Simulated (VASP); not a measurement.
# Cl (Cmce) in VASP: notebook

One crystal, Cl, is run at these levels: PBEsol; tasks: equation of state.

Program: VASP 6.6.1. These are calculated values, not measurements. Logs are shortened: lines on timing, memory, paths and dates and some standing lists are left out, and cuts for length are marked.

**1. The structure**

The structure is orthorhombic, space group Cmce (No. 64). The conventional cell has a = 6.852 Å, b = 3.929 Å, c = 8.024 Å, α = 90.00°, β = 90.00°, γ = 90.00°. Around Cl (site symmetry m) lie 1 Cl at 2.02 Å.

**2. Equation of state, PBEsol, 25.92 Å³/atom (a relaxed cell with its volume scaled by 0.96)**

INCAR

```
ALGO     = Fast           # electronic algorithm
EDIFF    = 1E-7           # SCF threshold, eV
ENCUT    = 520            # plane-wave cutoff, eV
GGA      = PS             # functional
ISIF     = 2              # what is computed and relaxed
ISMEAR   = 0              # smearing method
KPAR     = 2            
LASPH    = True           # aspherical terms in the spheres
LCHARG   = False          # write CHGCAR
LREAL    = False          # projectors in reciprocal space
LWAVE    = False          # write WAVECAR
NELM     = 80             # most SCF steps
PREC     = Accurate       # precision mode
SIGMA    = 0.02           # smearing width, eV
```

KPOINTS

```
k-points
0
Gamma
  6 6 4
```

POSCAR

```
Cl                                      
1.0
    3.3795536954     -1.9378185174      0.0000000000
    3.3795536954      1.9378185174     -0.0000000000
    0.0000000000      0.0000000000      7.9155832752
  Cl            
     4
Direct
     0.3755506597555945    0.6244493402444055    0.3898675549532767
     0.1244493402444055    0.8755506597555945    0.8898675549532764
     0.6244493402444055    0.3755506597555945    0.6101324450467236
     0.8755506597555945    0.1244493402444055    0.1101324450467234
```

Potentials or basis: VASP PAW PBE potentials, release 64 (Cl).

On the command line:

```
cat potpaw_PBE.64/Cl/POTCAR > POTCAR
mpirun -np 2 vasp_std > vasp.out
```

OUTCAR:

```text
EDIFF = 1E-7
   ENCUT = 520
   GGA = PS
   ISIF = 2
   ISMEAR = 0
   LASPH = True
   LREAL = False
   NELM = 80
   PREC = Accurate

 ion  position               nearest neighbor table
   1  0.376  0.624  0.390-   3 1.99
   2  0.124  0.876  0.890-   4 1.99
   3  0.624  0.376  0.610-   1 1.99
   4  0.876  0.124  0.110-   2 1.99

  LATTYP: Found a base centered orthorhombic cell.
 ALAT       =     3.8756370348
 B/A-ratio  =     1.7439990717
 C/A-ratio  =     2.0423954060

  Lattice vectors:

 A1 = (  -3.3795536954,  -1.9378185174,   0.0000000000)
 A2 = (   3.3795536954,  -1.9378185174,   0.0000000000)
 A3 = (   0.0000000000,   0.0000000000,   7.9155832752)

Analysis of symmetry for initial positions (statically):
=====================================================================
 Subroutine PRICEL returns:
 Original cell was already a primitive cell.

 Routine SETGRP: Setting up the symmetry group for a
 base centered orthorhombic supercell.

 Subroutine GETGRP returns: Found  8 space group operations
 (whereof  4 operations were pure point group operations)
 out of a pool of  8 trial point group operations.

The static configuration has the point symmetry C_2h.
 The point group associated with its full space group is D_2h.

Analysis of symmetry for dynamics (positions and initial velocities):
=====================================================================
 Subroutine PRICEL returns:
 Original cell was already a primitive cell.

 Routine SETGRP: Setting up the symmetry group for a
 base centered orthorhombic supercell.

 Subroutine GETGRP returns: Found  8 space group operations
 (whereof  4 operations were pure point group operations)
 out of a pool of  8 trial point group operations.

The dynamic configuration has the point symmetry C_2h.
 The point group associated with its full space group is D_2h.

 Subroutine INISYM returns: Found  8 space group operations
 (whereof  4 operations are pure point group operations),
 and found     1 'primitive' translations

----------------------------------------------------------------------------------------

                                     Primitive cell

  volume of cell :     103.6777

  direct lattice vectors                    reciprocal lattice vectors
     3.379553695 -1.937818517  0.000000000     0.147948530 -0.258022098  0.000000000
     3.379553695  1.937818517  0.000000000     0.147948530  0.258022098  0.000000000
     0.000000000  0.000000000  7.915583275     0.000000000  0.000000000  0.126333078

  length of vectors
     3.895705814  3.895705814  7.915583275     0.297429270  0.297429270  0.126333078

  position of ions in fractional coordinates (direct lattice)
     0.375550660  0.624449340  0.389867555
     0.124449340  0.875550660  0.889867555
     0.624449340  0.375550660  0.610132445
     0.875550660  0.124449340  0.110132445

  ion indices of the primitive-cell ions
   primitive index   ion index
                 1           1
                 2           2
                 3           3
                 4           4

----------------------------------------------------------------------------------------

 KPOINTS: k-points

Automatic generation of k-mesh.
 Grid dimensions read from file:
 generate k-points for:    6    6    4

 Generating k-lattice:

  Cartesian coordinates                     Fractional coordinates (reciprocal lattice)
     0.024658088 -0.043003683  0.000000000     0.166666667 -0.000000000  0.000000000
     0.024658088  0.043003683  0.000000000    -0.000000000  0.166666667  0.000000000
     0.000000000  0.000000000  0.031583270     0.000000000  0.000000000  0.250000000

  Length of vectors
     0.049571545  0.049571545  0.031583270

  Shift w.r.t. Gamma in fractional coordinates (k-lattice)
     0.000000000  0.000000000  0.000000000

 Subroutine IBZKPT returns following result:
 ===========================================

 Found     39 irreducible k-points:

 Following reciprocal coordinates:
            Coordinates               Weight
  0.000000  0.000000  0.000000      1.000000
  0.166667  0.000000  0.000000      4.000000
  0.333333 -0.000000  0.000000      4.000000
  0.500000 -0.000000  0.000000      2.000000
  0.166667  0.166667  0.000000      2.000000
  0.333333  0.166667  0.000000      4.000000
[... 16 lines left out ...]
  0.333333  0.333333  0.250000      4.000000
  0.500000  0.333333  0.250000      8.000000
 [... further k-points ...]
   k-points           NKPTS =     39   k-points in BZ     NKDIM =     39   number of bands    NBANDS=     18
   number of dos      NEDOS =    301   number of ions     NIONS =      4
   total plane-waves  NPLWV =  54000
   dimension x,y,z NGX =    30 NGY =   30 NGZ =   60
   dimension x,y,z NGXF=    60 NGYF=   60 NGZF=  120
   ions per type =               4
   NGX,Y,Z   is equivalent  to a cutoff of  12.80, 12.80, 12.60 a.u.
   NGXF,Y,Z  is equivalent  to a cutoff of  25.60, 25.60, 25.20 a.u.
 SYSTEM =  unknown system
   PREC   = accura    normal or accurate (medium, high low for compatibility)
   ISTART =      0    job   : 0-new  1-cont  2-samecut
   ICHARG =      2    charge: 1-file 2-atom 10-const
   ISPIN  =      1    spin polarized calculation?
   LNONCOLLINEAR =      F non collinear calculations
   LSORBIT =      F    spin-orbit coupling
   LASPH  =      T    aspherical Exc in radial PAW
   ENCUT  =  520.0 eV  38.22 Ry    6.18 a.u.   7.24  7.24 14.72*2*pi/ulx,y,z
   NELM   =     80;   NELMIN=  2; NELMDL= -5     # of ELM steps
   EDIFF  = 0.1E-06   stopping-criterion for ELM
   LREAL  =      F    real-space projection
   EDIFFG = 0.1E-05   stopping-criterion for IOM
   NSW    =      0    number of steps for IOM
   IBRION =     -1    ionic relax: 0-MD 1-quasi-New 2-CG
   NFREE  =      0    steps in history (QN), initial steepest desc. (CG)
   ISIF   =      2    stress and relaxation
   ISYM   =      2    0-nonsym 1-usesym 2-fastsym
   POTIM  = 0.5000    time-step for ionic-motion
   TEBEG  =    0.0;   TEEND  =   0.0 temperature during run
   PSTRESS=    0.0 pullay stress
   NELECT =      28.0000    total number of electrons
   NUPDOWN=      -1.0000    fix difference up-down
   EMIN   =  10.00;   EMAX   =-10.00  energy-range for DOS
   EFERMI =   0.00;   METHOD = LEGACY
   ISMEAR =     0;   SIGMA  =   0.02  broadening in eV -4-tet -1-fermi 0-gaus
   EFERMI_NEDOS =   21; number of points for ismear=-14 and -15
   IALGO  =     68    algorithm
   IMIX   =      4    mixing-type and parameters
     AMIX     =   0.40;   BMIX     =  1.00
     AMIX_MAG =   1.60;   BMIX_MAG =  1.00
  volume/ion in A,a.u.               =      25.92       174.91
  Fermi-wavevector in a.u.,A,eV,Ry     =   1.058195  1.999699 15.235487  1.119777
  Thomas-Fermi vector in A             =   2.193496
   LORBIT       =      0    0 simple, 1 ext, 2 COOP (PROOUT), +10 PAW based schemes
   GGA     = PS    functional components
   LHFCALC =     F    Hartree Fock is set to
   AEXX    =    0.0000 exact exchange contribution
   IVDW    =     0    specifies the selected vdW correction
   LEPSILON=     F    determine dielectric tensor
   LRPA    =     F    only Hartree local field effects (RPA)
 non-spin polarized calculation
 RMM-DIIS sequential band-by-band and
 Gauss-broadening in eV      SIGMA  =   0.02
  energy-cutoff  :      520.00
  volume of cell :      103.68
 maximum number of plane-waves:      2809
 NGX is ok and might be reduce to    30
   NGX = 15   NGY = 15   NGZ = 29

 number of electron      27.9999997 magnetization

 Free energy of the ion-electron system (eV)
  ---------------------------------------------------
  ext. energy  EPLUGINS =         0.00000000
  ---------------------------------------------------
  free energy    TOTEN  =        -8.04169920 eV

  energy without entropy =       -8.04169920  energy(sigma->0) =       -8.04169920

 E-fermi :   0.6184     XC(G=0):  -8.4187

 val. band max:        0.4705257461   @ k =   0.0000   0.0000   0.0000
 cond. band min:       2.7779496642   @ k =   0.0000   0.0000   0.0000
 fundamental gap:      2.3074239181
 Fermi energy:         0.6184440036

 k-point     1 :       0.0000    0.0000    0.0000
  band No.  band energies     occupation
      1     -16.7809      2.00000
      2     -16.3340      2.00000
      3     -12.8370      2.00000
      4     -11.5466      2.00000
      5      -5.7512      2.00000
      6      -3.9793      2.00000
[... 10 lines left out ...]
     17       6.8293      0.00000
     18       7.2017      0.00000

 k-point     2 :       0.1667    0.0000    0.0000
  band No.  band energies     occupation
      1     -16.7006      2.00000
      2     -16.3069      2.00000
      3     -12.7524      2.00000
      4     -11.6446      2.00000
      5      -5.7341      2.00000
      6      -4.1943      2.00000
[... 10 lines left out ...]
     17       7.3794      0.00000
     18       7.7746      0.00000

 k-point     3 :       0.3333   -0.0000    0.0000
  band No.  band energies     occupation
      1     -16.5100      2.00000
      2     -16.2743      2.00000
      3     -12.5289      2.00000
      4     -11.9028      2.00000
      5      -5.6698      2.00000
      6      -4.8198      2.00000
[... 10 lines left out ...]
     17       8.0308      0.00000
     18       8.3162      0.00000

 k-point     4 :       0.5000   -0.0000    0.0000
  band No.  band energies     occupation
      1     -16.3339      2.00000
      2     -16.3339      2.00000
      3     -12.2265      2.00000
      4     -12.2265      2.00000
      5      -5.4080      2.00000
      6      -5.4080      2.00000
[... 375 lines left out ...]
      4     -11.9958      2.00000
      5      -5.5320      2.00000
      6      -4.8099      2.00000
[... 10 lines left out ...]
     17       8.1573      0.00000
     18       8.7323      0.00000

 k-point    23 :       0.3333    0.3333    0.2500
  band No.  band energies     occupation
      1     -16.5930      2.00000
      2     -16.3043      2.00000
      3     -12.5238      2.00000
      4     -11.7030      2.00000
      5      -5.4055      2.00000
      6      -4.3422      2.00000
[... 10 lines left out ...]
     17       8.8444      0.00000
     18       9.0418      0.00000

 k-point    24 :       0.5000    0.3333    0.2500
  band No.  band energies     occupation
      1     -16.5122      2.00000
      2     -16.2670      2.00000
      3     -12.4567      2.00000
      4     -11.7804      2.00000
      5      -5.4013      2.00000
      6      -4.5175      2.00000
[... 10 lines left out ...]
     17       8.9725      0.00000
     18       9.2869      0.00000

 [... further k-points ...]

------------------------ aborting loop because EDIFF is reached ----------------------------------------

  FORCE on cell =-STRESS in cart. coord.  units (eV):
  Direction    XX          YY          ZZ          XY          YZ          ZX
  --------------------------------------------------------------------------------------
  -------------------------------------------------------------------------------------
  Total        0.0440781      0.7347550      1.9563849      0.0000000     -0.0000000      0.0000000
  in kB        0.6811589     11.3544929     30.2328802      0.0000000     -0.0000000      0.0000000
  external PRESSURE =      14.0895107 kB  Pullay stress =       0.0000000 kB

 VOLUME and BASIS-vectors are now :
 -----------------------------------------------------------------------------
  energy-cutoff  :      520.00
  volume of cell :      103.68
      direct lattice vectors                 reciprocal lattice vectors
     3.379553695 -1.937818517  0.000000000     0.147948530 -0.258022098  0.000000000
     3.379553695  1.937818517  0.000000000     0.147948530  0.258022098  0.000000000
     0.000000000  0.000000000  7.915583275     0.000000000  0.000000000  0.126333078

 POSITION                                       TOTAL-FORCE (eV/Angst)
 -----------------------------------------------------------------------------------
      3.37955      0.48232      3.08603         0.000000      0.244689     -0.374718
      3.37955      1.45550      7.04382         0.000000     -0.244689     -0.374718
      3.37955     -0.48232      4.82955         0.000000     -0.244689      0.374718
      3.37955     -1.45550      0.87176         0.000000      0.244689      0.374718
 -----------------------------------------------------------------------------------
    total drift:                               -0.000000     -0.000000     -0.000000

  FREE ENERGIE OF THE ION-ELECTRON SYSTEM (eV)
  ---------------------------------------------------
  free  energy   TOTEN  =        -8.0416991983 eV

  energy  without entropy=       -8.0416991983  energy(sigma->0) =       -8.04169920
```

Wall time 51 s (2 MPI ranks of Intel Xeon Platinum 8259CL at 2.50GHz (Skylake/Cascade Lake), shared host); peak memory 0.22 GiB.

Results:

```
Free energy            : -8.0417 eV
Pressure               : 1.4 GPa
Largest force          : 0.448 eV/Å
Band gap on the k mesh : 2.31 eV, direct
```

Caveat: the PAW data sets were made with another functional, which shifts forces and pressure a little.

**3. Equation of state, PBEsol, 26.46 Å³/atom (a relaxed cell with its volume scaled by 0.98)**

INCAR is that of step 2.

KPOINTS is that of step 2.

Edit POSCAR of step 2 so:

```diff
@@ -2,5 +2,5 @@
 1.0
-    3.3795536954     -1.9378185174      0.0000000000
-    3.3795536954      1.9378185174     -0.0000000000
-    0.0000000000      0.0000000000      7.9155832752
+    3.4028616988     -1.9511832054      0.0000000000
+    3.4028616988      1.9511832054     -0.0000000000
+    0.0000000000      0.0000000000      7.9701752298
   Cl
```

Potentials or basis: VASP PAW PBE potentials, release 64 (Cl).

On the command line:

```
cat potpaw_PBE.64/Cl/POTCAR > POTCAR
mpirun -np 2 vasp_std > vasp.out
```

It took 59 s on 2 MPI ranks of Intel Xeon Platinum 8259CL at 2.50GHz (Skylake/Cascade Lake), shared host; peak memory 0.23 GiB.

The run converged. Its results:

* Free energy: -8.0562 eV
* Pressure: 0.6 GPa
* Largest force: 0.216 eV/Å
* Band gap on the k mesh: 2.23 eV, direct

Caveat: the PAW data sets were made with another functional, which shifts forces and pressure a little.

**4. Equation of state, PBEsol, 27.00 Å³/atom**

INCAR is that of step 3.

KPOINTS is that of step 3.

Edit POSCAR of step 3 so:

```diff
@@ -2,5 +2,5 @@
 1.0
-    3.4028616988     -1.9511832054      0.0000000000
-    3.4028616988      1.9511832054     -0.0000000000
-    0.0000000000      0.0000000000      7.9701752298
+    3.4258547050     -1.9643672756      0.0000000000
+    3.4258547050      1.9643672756     -0.0000000000
+    0.0000000000      0.0000000000      8.0240293987
   Cl
```

On the command line:

```
cat potpaw_PBE.64/Cl/POTCAR > POTCAR
mpirun -np 2 vasp_std > vasp.out
```

Wall time 57 s (2 MPI ranks of Intel Xeon Platinum 8259CL at 2.50GHz (Skylake/Cascade Lake), shared host); peak memory 0.23 GiB.

Results (log left out):

| Quantity | Value |
| --- | --- |
| Free energy | -8.0607 eV |
| Pressure | -0.1 GPa |
| Band gap on the k mesh | 2.16 eV, direct |

Caveat: the PAW data sets were made with another functional, which shifts forces and pressure a little.

**5. Equation of state, PBEsol, 27.54 Å³/atom (a relaxed cell with its volume scaled by 1.02)**

INCAR is that of step 4.

KPOINTS is that of step 4.

Edit POSCAR of step 4 so:

```diff
@@ -2,5 +2,5 @@
 1.0
-    3.4258547050     -1.9643672756      0.0000000000
-    3.4258547050      1.9643672756     -0.0000000000
-    0.0000000000      0.0000000000      8.0240293987
+    3.4485431458     -1.9773767096      0.0000000000
+    3.4485431458      1.9773767096     -0.0000000000
+    0.0000000000      0.0000000000      8.0771702149
   Cl
```

On the command line:

```
cat potpaw_PBE.64/Cl/POTCAR > POTCAR
mpirun -np 2 vasp_std > vasp.out
```

Wall time 66 s (2 MPI ranks of Intel Xeon Platinum 8259CL at 2.50GHz (Skylake/Cascade Lake), shared host); peak memory 0.23 GiB.

It converged, with:

| Property | Result |
| --- | --- |
| Free energy | -8.0564 eV |
| Pressure | -0.7 GPa |
| Largest force | 0.198 eV/Å |
| Band gap on the k mesh | 2.09 eV, direct |

Caveat: the PAW data sets were made with another functional, which shifts forces and pressure a little.

**6. Equation of state, PBEsol, 28.08 Å³/atom (a relaxed cell with its volume scaled by 1.04)**

INCAR is that of step 5.

KPOINTS is that of step 5.

Edit POSCAR of step 5 so:

```diff
@@ -2,5 +2,5 @@
 1.0
-    3.4485431458     -1.9773767096      0.0000000000
-    3.4485431458      1.9773767096     -0.0000000000
-    0.0000000000      0.0000000000      8.0771702149
+    3.4709369105     -1.9902171778      0.0000000000
+    3.4709369105      1.9902171778     -0.0000000000
+    0.0000000000      0.0000000000      8.1296208419
   Cl
```

Potentials or basis: VASP PAW PBE potentials, release 64 (Cl).

On the command line:

```
cat potpaw_PBE.64/Cl/POTCAR > POTCAR
mpirun -np 2 vasp_std > vasp.out
```

Wall time 98 s (2 MPI ranks of Intel Xeon Platinum 8259CL at 2.50GHz (Skylake/Cascade Lake), shared host); peak memory 0.23 GiB.

Results (log left out):

```yaml
Free_energy: -8.0441 eV
Pressure: -1.2 GPa
Largest_force: 0.385 eV/Å
Band_gap_on_the_k_mesh: 2.02 eV, direct
```

Caveat: the PAW data sets were made with another functional, which shifts forces and pressure a little.

**7. Equation of state, PBEsol**

Potentials or basis: VASP PAW PBE potentials, release 64 (Cl).

This step only gathers the single runs of the series.

What came out:

```yaml
Equilibrium_volume: 27.00 Å³/atom
Bulk_modulus_at_fixed_shape_and_positions: 33 GPa
Pressure_derivative_of_the_bulk_modulus: "4.6 (rough: it moves with the points fitted)"
```

Energy against volume, from the lowest point:
```csv
volume (Å³/atom),energy (meV/atom)
25.919,4.75
26.459,1.13
26.999,0.00
27.539,1.08
28.079,4.15
```

Caveat: the cell was scaled at fixed shape and fractional positions, which overstates the stiffness of a crystal with free parameters, most of all of layers and chains; the PAW data sets were made with another functional, which shifts forces and pressure a little.
